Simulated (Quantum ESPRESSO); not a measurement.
# TiAl (P-6m2) in Quantum ESPRESSO: notebook

One crystal, TiAl, is run at these levels: PBEsol, PBE, LDA; tasks: phonons, phonon dispersion.

Program: Quantum ESPRESSO 7.5. These are calculated values, not measurements. Logs are shortened: lines on timing, memory, paths and dates and some standing lists are left out, and cuts for length are marked.

### 1 The crystal as given

The structure is hexagonal, space group P-6m2 (No. 187). Conventional cell: a = 2.867 Å, b = 2.867 Å, c = 4.678 Å, α = 90.00°, β = 90.00°, γ = 120.00°. Ti (site symmetry -6m2) has 6 Al at 2.87 Å and 6 Ti at 2.87 Å as nearest neighbours. Al (site symmetry -6m2) is surrounded by 6 Ti at 2.87 Å and 6 Al at 2.87 Å.

The cell comes from a database or a generator and needn't be the stable form of this composition.

### 2 Phonons, PBEsol

pw.in

```
&CONTROL
  calculation = 'scf'
  prefix = 'pwscf'
  outdir = './tmp'
  pseudo_dir = './pseudo'
  tprnfor = .true.
  tstress = .true.
  disk_io = 'low'
/
&SYSTEM
  ibrav = 0
  celldm(1) = 8
  nat = 2
  ntyp = 2
  ecutwfc = 45
  ecutrho = 360
  nbnd = 13
  occupations = 'smearing'
  smearing = 'gaussian'
  degauss = 0.01999163
/
&ELECTRONS
  conv_thr = 4d-10
  electron_maxstep = 120
  mixing_beta = 0.5
/
ATOMIC_SPECIES
Ti    47.8670 ti_pbesol_v1.4.uspp.F.UPF
Al    26.9815 al_pbesol_v1.uspp.F.UPF
CELL_PARAMETERS alat
  0.6772925434108   0.0000000000000   0.0000000000000
 -0.3386462716936   0.5865525483804   0.0000000000000
  0.0000000000000   0.0000000000000   1.1050369572835
ATOMIC_POSITIONS crystal
Ti     0.0000000000    0.0000000000    0.0000000000
Al     0.3333333333    0.6666666667    0.5000000000
K_POINTS automatic
11 11 6 0 0 0
```

relax.in

```
&CONTROL
  calculation = 'vc-relax'
  prefix = 'pwscf'
  outdir = './tmp'
  pseudo_dir = './pseudo'
  tprnfor = .true.
  tstress = .true.
  disk_io = 'low'
  nstep = 40
  forc_conv_thr = 0.0001
  etot_conv_thr = 1d-06
/
&SYSTEM
  ibrav = 0
  celldm(1) = 8
  nat = 2
  ntyp = 2
  ecutwfc = 45
  ecutrho = 360
  nbnd = 13
  occupations = 'smearing'
  smearing = 'gaussian'
  degauss = 0.01999163
/
&ELECTRONS
  conv_thr = 4d-10
  electron_maxstep = 120
  mixing_beta = 0.5
/
&IONS
  ion_dynamics = 'bfgs'
/
&CELL
  cell_dynamics = 'bfgs'
  press = 0
  press_conv_thr = 0.2
/
ATOMIC_SPECIES
Ti    47.8670 ti_pbesol_v1.4.uspp.F.UPF
Al    26.9815 al_pbesol_v1.uspp.F.UPF
CELL_PARAMETERS alat
  0.6772925434067  -0.0000000000068   0.0000000000000
 -0.3386462716974   0.5865525483874   0.0000000000000
  0.0000000000000   0.0000000000000   1.1050369572835
ATOMIC_POSITIONS crystal
Ti     0.0000000000    0.0000000000    0.0000000000
Al     0.3333333333    0.6666666667    0.5000000000
K_POINTS automatic
11 11 6 0 0 0
```

scf2.in

```
&CONTROL
  calculation = 'scf'
  prefix = 'pwscf'
  outdir = './tmp'
  pseudo_dir = './pseudo'
  tprnfor = .true.
  tstress = .true.
  disk_io = 'low'
/
&SYSTEM
  ibrav = 0
  celldm(1) = 8
  nat = 2
  ntyp = 2
  ecutwfc = 45
  ecutrho = 360
  nbnd = 13
  occupations = 'smearing'
  smearing = 'gaussian'
  degauss = 0.01999163
/
&ELECTRONS
  conv_thr = 1d-13
  electron_maxstep = 120
  mixing_beta = 0.5
  startingpot = 'file'
  startingwfc = 'file'
/
ATOMIC_SPECIES
Ti    47.8670 ti_pbesol_v1.4.uspp.F.UPF
Al    26.9815 al_pbesol_v1.uspp.F.UPF
CELL_PARAMETERS alat
  0.6742419443557  -0.0000000000068   0.0000000000000
 -0.3371209721719   0.5839106521124   0.0000000000000
  0.0000000000000   0.0000000000000   1.0874105599107
ATOMIC_POSITIONS crystal
Ti     0.0000000000    0.0000000000    0.0000000000
Al     0.3333333333    0.6666666667    0.5000000000
K_POINTS automatic
11 11 6 0 0 0
```

ph.in

```
phonons of TiAl
&INPUTPH
  prefix = 'pwscf'
  outdir = './tmp'
  tr2_ph = 1d-18
  fildyn = 'dyn'
  niter_ph = 90
  alpha_mix(1) = 0.4
/
0.0000000000 0.0000000000 0.0000000000
```

dynmat.in

```
&INPUT
  fildyn = 'dyn'
  asr = 'crystal'
  filout = 'dynmat.disp'
  fileig = 'dynmat.eig'
/
```

Potentials or basis: GBRV 1.5 PBEsol.

The run is started by

```bash
$ OMP_NUM_THREADS=1 pw.x -in pw.in > pw.out
$ OMP_NUM_THREADS=1 pw.x -in relax.in > relax.out
$ OMP_NUM_THREADS=1 pw.x -in scf2.in > scf2.out
$ OMP_NUM_THREADS=1 ph.x -in ph.in > ph.out
$ OMP_NUM_THREADS=1 dynmat.x -in dynmat.in > dynmat.out
```

pw.out:

```text
This program is part of the open-source Quantum ESPRESSO suite
     for quantum simulation of materials; please cite
[... 9 lines left out ...]
     --------------------
     sticks:   dense  smooth     PW     G-vecs:    dense   smooth      PW
     Sum         733     367    121                25949     9187    1653

     Using Slab Decomposition

     bravais-lattice index     =            0
     lattice parameter (alat)  =       8.0000  a.u.
     unit-cell volume          =     224.7657 (a.u.)^3
     number of atoms/cell      =            2
     number of atomic types    =            2
     number of electrons       =        15.00
     number of Kohn-Sham states=           13
     kinetic-energy cutoff     =      45.0000  Ry
     charge density cutoff     =     360.0000  Ry
     scf convergence threshold =      4.0E-10
     mixing beta               =       0.5000
     number of iterations used =            8  plain     mixing
     Exchange-correlation= SLA  PW   PSX  PSC
                           (   1   4  10   8   0   0   0)

     celldm(1)=   8.000000  celldm(2)=   0.000000  celldm(3)=   0.000000
     celldm(4)=   0.000000  celldm(5)=   0.000000  celldm(6)=   0.000000

     crystal axes: (cart. coord. in units of alat)
               a(1) = (   0.677293   0.000000   0.000000 )
               a(2) = (  -0.338646   0.586553   0.000000 )
               a(3) = (   0.000000   0.000000   1.105037 )

     reciprocal axes: (cart. coord. in units 2 pi/alat)
               b(1) = (  1.476467  0.852439 -0.000000 )
               b(2) = (  0.000000  1.704877  0.000000 )
               b(3) = (  0.000000 -0.000000  0.904947 )

     PseudoPot. # 1 for Ti read from file:
     ti_pbesol_v1.4.uspp.F.UPF
     Pseudo is Ultrasoft + core correction, Zval = 12.0
     Generated by new atomic code, or converted to UPF format
     Using radial grid of  851 points,  6 beta functions with:
                l(1) =   0
                l(2) =   0
                l(3) =   1
                l(4) =   1
                l(5) =   2
                l(6) =   2
     Q(r) pseudized with  6 coefficients,  rinner =    1.000   1.000   1.000
                                                       1.000   1.000

     PseudoPot. # 2 for Al read from file:
     al_pbesol_v1.uspp.F.UPF
     Pseudo is Ultrasoft + core correction, Zval =  3.0
     Generated by new atomic code, or converted to UPF format
     Using radial grid of  893 points,  3 beta functions with:
                l(1) =   0
                l(2) =   1
                l(3) =   2
     Q(r) pseudized with  8 coefficients,  rinner =    0.900   0.900   0.900
                                                       0.900   0.900

     atomic species   valence    mass     pseudopotential
     Ti               12.00    47.86700     Ti( 1.00)
     Al                3.00    26.98150     Al( 1.00)

     12 Sym. Ops. (no inversion) found

   Cartesian axes

     site n.     atom                  positions (alat units)
         1        Ti     tau(   1) = (   0.0000000   0.0000000   0.0000000  )
         2        Al     tau(   2) = (  -0.0000000   0.3910350   0.5525185  )

     number of k points=    64  Gaussian smearing, width (Ry)=  0.0200
                       cart. coord. in units 2pi/alat
        k(    1) = (   0.0000000   0.0000000   0.0000000), wk =   0.0027548
        k(    2) = (   0.0000000   0.0000000   0.1508245), wk =   0.0055096
        k(    3) = (   0.0000000   0.0000000   0.3016490), wk =   0.0055096
        k(    4) = (   0.0000000   0.0000000  -0.4524736), wk =   0.0027548
        k(    5) = (   0.0000000   0.1549888   0.0000000), wk =   0.0165289
        k(    6) = (   0.0000000   0.1549888   0.1508245), wk =   0.0330579
[... 56 lines left out ...]
        k(   63) = (   0.4026728   0.8524385   0.3016490), wk =   0.0330579
        k(   64) = (   0.4026728   0.8524385  -0.4524736), wk =   0.0165289

     Dense  grid:    25949 G-vectors     FFT dimensions: (  36,  36,  54)

     Smooth grid:     9187 G-vectors     FFT dimensions: (  24,  24,  40)

     Check: negative core charge=   -0.000008

     Initial potential from superposition of free atoms

     starting charge      13.9976, renormalised to      15.0000

     negative rho (up, down):  7.031E-04 0.000E+00
     Starting wfcs are   14 randomized atomic wfcs

     Self-consistent Calculation

     iteration #  1     ecut=    45.00 Ry     beta= 0.50
     Davidson diagonalization with overlap
     ethr =  1.00E-02,  avg # of iterations =  3.9

     negative rho (up, down):  1.009E-03 0.000E+00

     total energy              =    -125.68175103 Ry
     estimated scf accuracy    <       0.48111651 Ry

     iteration #  2     ecut=    45.00 Ry     beta= 0.50
     Davidson diagonalization with overlap
     ethr =  3.21E-03,  avg # of iterations =  2.8

     negative rho (up, down):  6.127E-04 0.000E+00

     total energy              =    -125.69275681 Ry
     estimated scf accuracy    <       0.81755010 Ry
[... 55 lines left out ...]
     iteration #  9     ecut=    45.00 Ry     beta= 0.50
     Davidson diagonalization with overlap
     ethr =  1.84E-09,  avg # of iterations =  1.2

     negative rho (up, down):  5.113E-04 0.000E+00

     total energy              =    -125.84954115 Ry
     estimated scf accuracy    <       0.00000002 Ry

     iteration # 10     ecut=    45.00 Ry     beta= 0.50
     Davidson diagonalization with overlap
     ethr =  1.04E-10,  avg # of iterations =  2.1

     negative rho (up, down):  5.113E-04 0.000E+00

     End of self-consistent calculation

          k = 0.0000 0.0000 0.0000 (  1129 PWs)   bands (ev):

   -45.9194 -22.3472 -21.9258 -21.9258   1.4100   8.0481   8.5112  11.6285
    11.6285  13.1210  13.1210  14.2640  23.1923

          k = 0.0000 0.0000 0.1508 (  1123 PWs)   bands (ev):

   -45.9194 -22.3483 -21.9257 -21.9257   1.5804   6.9170   9.2912  11.6319
    11.6319  13.1021  13.1021  14.8334  23.3849

          k = 0.0000 0.0000 0.3016 (  1141 PWs)   bands (ev):

   -45.9194 -22.3505 -21.9257 -21.9257   2.0096   5.6603   9.7773  11.6386
    11.6386  13.0649  13.0649  16.1940  22.3995

          k = 0.0000 0.0000-0.4525 (  1182 PWs)   bands (ev):

   -45.9193 -22.3517 -21.9257 -21.9257   2.3083   5.0648   9.9153  11.6420
    11.6420  13.0465  13.0465  17.1410  21.2782
[... 288 lines left out ...]
   -45.8110 -22.3863 -22.2715 -22.2407   8.0590   8.1839   9.3737   9.7312
    10.4422  12.6411  13.5268  13.7679  16.8755

          k = 0.4027 0.8524 0.3016 (  1138 PWs)   bands (ev):

   -45.8110 -22.3861 -22.2714 -22.2417   7.9394   8.4140   9.6497   9.7405
    10.3383  12.3869  13.2144  14.2907  16.2653

          k = 0.4027 0.8524-0.4525 (  1138 PWs)   bands (ev):

   -45.8109 -22.3860 -22.2713 -22.2423   7.8398   8.6070   9.6170  10.0242
    10.3645  11.5858  13.6058  14.9261  15.4947

     the Fermi energy is    10.3578 ev

!    total energy              =    -125.84954115 Ry
     estimated scf accuracy    <          1.2E-10 Ry
     smearing contrib. (-TS)   =      -0.00664069 Ry
     internal energy E=F+TS    =    -125.84290046 Ry

     The total energy is F=E-TS. E is the sum of the following terms:
     one-electron contribution =     -63.45802465 Ry
     hartree contribution      =      36.34038646 Ry
     xc contribution           =     -22.14088805 Ry
     ewald contribution        =     -76.58437422 Ry

     convergence has been achieved in  10 iterations

     negative rho (up, down):  5.113E-04 0.000E+00

     Forces acting on atoms (cartesian axes, Ry/au):

     atom    1 type  1   force =     0.00000000    0.00000000    0.00000000
     atom    2 type  2   force =    -0.00000000   -0.00000000    0.00000000

     Total force =     0.000000     Total SCF correction =     0.000000

     Computing stress (Cartesian axis) and pressure

     negative rho (up, down):  5.113E-04 0.000E+00
          total   stress  (Ry/bohr**3)                   (kbar)     P=      -28.12
  -0.00014232   0.00000000   0.00000000          -20.94        0.00        0.00
   0.00000000  -0.00014232   0.00000000            0.00      -20.94        0.00
   0.00000000  -0.00000000  -0.00028891            0.00       -0.00      -42.50

=------------------------------------------------------------------------------=
   JOB DONE.
=------------------------------------------------------------------------------=
```

Wall time 6.1 min (1 thread of Arm Neoverse V1, shared host); peak memory 0.15 GiB.

What came out:

```
Free energy                            : -1712.2794 eV
Relaxed volume                         : 16.24 Å³/atom
Relaxed cell                           : a = 2.854 Å, b = 2.854 Å, c = 4.603 Å, α = 90.00°, β = 90.00°, γ = 120.00°
Space group after relaxing (to 0.05 Å) : P-6m2 (No. 187)
Pressure after relaxing                : 0.0 GPa
Band gap on the k mesh                 : none (metal or under the smearing width)
Highest phonon frequency at Γ          : 344 cm⁻¹
```

The path:
```tsv
step	energy change (eV)	largest force (eV/Å)	pressure (GPa)	volume (Å³)
1	0.0000	0.0000	-2.81	33.31
2	-0.0070	0.0000	-1.27	32.83
3	-0.0090	0.0000	0.15	32.42
4	-0.0091	0.0000	0.09	32.44
5	-0.0092	0.0000	0.04	32.47
6	-0.0092	0.0000	0.00	32.48
7	-0.0092	0.0000	0.00	32.48
```

Final structure:
```yaml
crystal:
  lattice:
    - [2.85435, 0.00000, 0.00000]
    - [-1.42717, 2.47194, 0.00000]
    - [0.00000, 0.00000, 4.60346]
  atoms:
    - { symbol: Ti, position: [0.00000, 0.00000, 0.00000] }
    - { symbol: Al, position: [0.33333, 0.66667, 0.50000] }
```

Phonon frequencies in cm⁻¹ (negative: imaginary):
| q point | frequencies |
| --- | --- |
| (0.000, 0.000, 0.000) | -13 -13 -12 185 185 344 |

Optical modes at Γ, degenerate ones joined:
| cm⁻¹ | components | symmetry | active in |
| --- | --- | --- | --- |
| 184 | 2 | E' | IR and Raman |
| 344 | 1 | A''2 | IR |

Caveat: the mesh is thin for the phonons of a metal.

### 3 Phonons, PBE

pw.in, as its differences from that of step 2:

```diff
@@ -27,4 +27,4 @@
 ATOMIC_SPECIES
-Ti    47.8670 ti_pbesol_v1.4.uspp.F.UPF
-Al    26.9815 al_pbesol_v1.uspp.F.UPF
+Ti    47.8670 ti_pbe_v1.4.uspp.F.UPF
+Al    26.9815 al_pbe_v1.uspp.F.UPF
 CELL_PARAMETERS alat
```

relax.in, as its differences from that of step 2:

```diff
@@ -38,4 +38,4 @@
 ATOMIC_SPECIES
-Ti    47.8670 ti_pbesol_v1.4.uspp.F.UPF
-Al    26.9815 al_pbesol_v1.uspp.F.UPF
+Ti    47.8670 ti_pbe_v1.4.uspp.F.UPF
+Al    26.9815 al_pbe_v1.uspp.F.UPF
 CELL_PARAMETERS alat
```

scf2.in, as its differences from that of step 2:

```diff
@@ -29,8 +29,8 @@
 ATOMIC_SPECIES
-Ti    47.8670 ti_pbesol_v1.4.uspp.F.UPF
-Al    26.9815 al_pbesol_v1.uspp.F.UPF
+Ti    47.8670 ti_pbe_v1.4.uspp.F.UPF
+Al    26.9815 al_pbe_v1.uspp.F.UPF
 CELL_PARAMETERS alat
-  0.6742419443557  -0.0000000000068   0.0000000000000
- -0.3371209721719   0.5839106521124   0.0000000000000
-  0.0000000000000   0.0000000000000   1.0874105599107
+  0.6823179193252   0.0000000000000   0.0000000000000
+ -0.3411589596626   0.5909046515929   0.0000000000000
+  0.0000000000000   0.0000000000000   1.0942178459923
 ATOMIC_POSITIONS crystal
```

ph.in is that of step 2.

dynmat.in is that of step 2.

Potentials or basis: GBRV 1.5 PBE.

The run is started by

```bash
$ OMP_NUM_THREADS=1 pw.x -in pw.in > pw.out
$ OMP_NUM_THREADS=1 pw.x -in relax.in > relax.out
$ OMP_NUM_THREADS=1 pw.x -in scf2.in > scf2.out
$ OMP_NUM_THREADS=1 ph.x -in ph.in > ph.out
$ OMP_NUM_THREADS=1 dynmat.x -in dynmat.in > dynmat.out
```

pw.out:

```text
This program is part of the open-source Quantum ESPRESSO suite
     for quantum simulation of materials; please cite
[... 9 lines left out ...]
     --------------------
     sticks:   dense  smooth     PW     G-vecs:    dense   smooth      PW
     Sum         733     367    121                25949     9187    1653

     Using Slab Decomposition

     bravais-lattice index     =            0
     lattice parameter (alat)  =       8.0000  a.u.
     unit-cell volume          =     224.7657 (a.u.)^3
     number of atoms/cell      =            2
     number of atomic types    =            2
     number of electrons       =        15.00
     number of Kohn-Sham states=           13
     kinetic-energy cutoff     =      45.0000  Ry
     charge density cutoff     =     360.0000  Ry
     scf convergence threshold =      4.0E-10
     mixing beta               =       0.5000
     number of iterations used =            8  plain     mixing
     Exchange-correlation= SLA  PW   PBE  PBE
[... 222 lines left out ...]

          k = 0.0000 0.0000 0.0000 (  1129 PWs)   bands (ev):

   -46.0585 -22.3813 -21.9682 -21.9682   1.4959   8.1559   8.5931  11.7244
    11.7244  13.2216  13.2216  14.3596  23.3000
[... 313 lines left out ...]
   -45.9523 -22.4212 -22.3083 -22.2783   7.9383   8.7007   9.7077  10.1174
    10.4629  11.6878  13.7020  15.0117  15.5686

     the Fermi energy is    10.4558 ev

!    total energy              =    -125.99871964 Ry
     estimated scf accuracy    <          8.8E-11 Ry
     smearing contrib. (-TS)   =      -0.00662185 Ry
     internal energy E=F+TS    =    -125.99209780 Ry

     The total energy is F=E-TS. E is the sum of the following terms:
     one-electron contribution =     -63.43017667 Ry
     hartree contribution      =      36.38354603 Ry
     xc contribution           =     -22.36109294 Ry
     ewald contribution        =     -76.58437422 Ry

     convergence has been achieved in  10 iterations

     negative rho (up, down):  5.667E-04 0.000E+00

     Forces acting on atoms (cartesian axes, Ry/au):

     atom    1 type  1   force =    -0.00000000   -0.00000000    0.00000000
     atom    2 type  2   force =    -0.00000000   -0.00000000    0.00000000

     Total force =     0.000000     Total SCF correction =     0.000000

     Computing stress (Cartesian axis) and pressure

     negative rho (up, down):  5.667E-04 0.000E+00
          total   stress  (Ry/bohr**3)                   (kbar)     P=        3.14
   0.00007579  -0.00000000   0.00000000           11.15       -0.00        0.00
  -0.00000000   0.00007579  -0.00000000           -0.00       11.15       -0.00
   0.00000000  -0.00000000  -0.00008763            0.00       -0.00      -12.89

=------------------------------------------------------------------------------=
   JOB DONE.
=------------------------------------------------------------------------------=
```

relax.out:

```text
This program is part of the open-source Quantum ESPRESSO suite
     for quantum simulation of materials; please cite
[... 9 lines left out ...]
     --------------------
     sticks:   dense  smooth     PW     G-vecs:    dense   smooth      PW
     Sum         733     367    121                25949     9187    1653
[... 3519 lines left out ...]
  -0.00000020   0.00000000   0.00000000           -0.03        0.00        0.00
   0.00000000  -0.00000020   0.00000000            0.00       -0.03        0.00
   0.00000000   0.00000000  -0.00000034            0.00        0.00       -0.05

=------------------------------------------------------------------------------=
   JOB DONE.
=------------------------------------------------------------------------------=
```

scf2.out:

```text
This program is part of the open-source Quantum ESPRESSO suite
     for quantum simulation of materials; please cite
[... 9 lines left out ...]
     --------------------
     sticks:   dense  smooth     PW     G-vecs:    dense   smooth      PW
     Sum         745     367    121                26093     9211    1641
[... 528 lines left out ...]
  -0.00000025   0.00000000   0.00000000           -0.04        0.00        0.00
   0.00000000  -0.00000025  -0.00000000            0.00       -0.04       -0.00
   0.00000000   0.00000000  -0.00000039            0.00        0.00       -0.06

=------------------------------------------------------------------------------=
   JOB DONE.
=------------------------------------------------------------------------------=
```

Wall time 5.9 min (1 thread of Arm Neoverse V1, shared host); peak memory 0.15 GiB.

Results:

```yaml
Free_energy: -1714.3029 eV
Relaxed_volume: 16.74 Å³/atom
Relaxed_cell: a = 2.889 Å, b = 2.889 Å, c = 4.632 Å, α = 90.00°, β = 90.00°, γ = 120.00°
Space_group_after_relaxing_to_0.05_Å: P-6m2 (No. 187)
Pressure_after_relaxing: 0.0 GPa
Band_gap_on_the_k_mesh: none (metal or under the smearing width)
Highest_phonon_frequency_at_Γ: 336 cm⁻¹
```

The path:
```csv
step,energy change (eV),largest force (eV/Å),pressure (GPa),volume (Å³)
1,0.0000,0.0000,0.31,33.31
2,-0.0013,0.0000,0.19,33.36
3,-0.0022,0.0000,0.10,33.40
4,-0.0029,0.0000,0.01,33.46
5,-0.0030,0.0000,-0.01,33.47
6,-0.0030,0.0000,0.00,33.47
```

Final structure:
```
CELL_PARAMETERS angstrom
2.88854 0.00000 0.00000
-1.44427 2.50155 0.00000
0.00000 0.00000 4.63228
ATOMIC_POSITIONS crystal
Ti 0.00000 0.00000 0.00000
Al 0.33333 0.66667 0.50000
```

Phonon frequencies in cm⁻¹ (negative: imaginary):
```tsv
q point	frequencies
(0.000, 0.000, 0.000)	-3 -3 5 181 181 336
```

Optical modes at Γ, degenerate ones joined:
```tsv
cm⁻¹	components	symmetry	active in
181	2	E'	IR and Raman
336	1	A''2	IR
```

Caveat: the mesh is thin for the phonons of a metal.

(Part 1 of 3 ends here.)
